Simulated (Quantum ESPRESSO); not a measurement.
TiAl, 2 atoms in the cell. Symmetry: Pm-3m, No. 221, cubic system. Conventional cell: a = 3.179 Å, b = 3.179 Å, c = 3.179 Å, α = 90.00°, β = 90.00°, γ = 90.00°. Around Ti (site symmetry m-3m) lie 8 Al at 2.75 Å. Around Al (site symmetry m-3m) lie 8 Ti at 2.75 Å. The cell comes from a database or a generator and needn't be the stable form of this composition.

| Item | Value |
| --- | --- |
| Program | Quantum ESPRESSO 7.5 |
| Task | Hubbard U by linear response |
| Functional | PBEsol |
| Potentials or basis | GBRV 1.5 PBEsol |
| Cutoff | 612 eV |
| Density cutoff | 4898 eV |
| k mesh | 6 × 6 × 6 |
| Occupations | cold, width 0.2 eV |
| Spin | no spin polarisation |
| Hubbard terms | Ti d U = 0.0001 eV |
| Start of the occupations | default |
| Hubbard projectors | ortho-atomic |
| Mixing beta | 0.3 |
| Most SCF iterations | 120 |
| SCF threshold | 4e-10 Ry |
| q mesh | 3 × 3 × 3 |

Potentials or basis: GBRV 1.5 PBEsol.

Run with:

```sh
$ OMP_NUM_THREADS=1 pw.x -in pw.in > pw.out
$ OMP_NUM_THREADS=1 pw.x -in scf2.in > scf2.out
$ OMP_NUM_THREADS=1 hp.x -in hp.in > hp.out
```

Hardware: 1 thread of Arm Neoverse V2, with other jobs on the host.

Task: Estimate the wall time of this run.

Result: Wall time 2.3 min on 1 thread of Arm Neoverse V2, on a shared host, peak memory 0.13 GiB. Counts: scf iterations 14, k pools 1, bands 16, k points 20, g dense 25173.
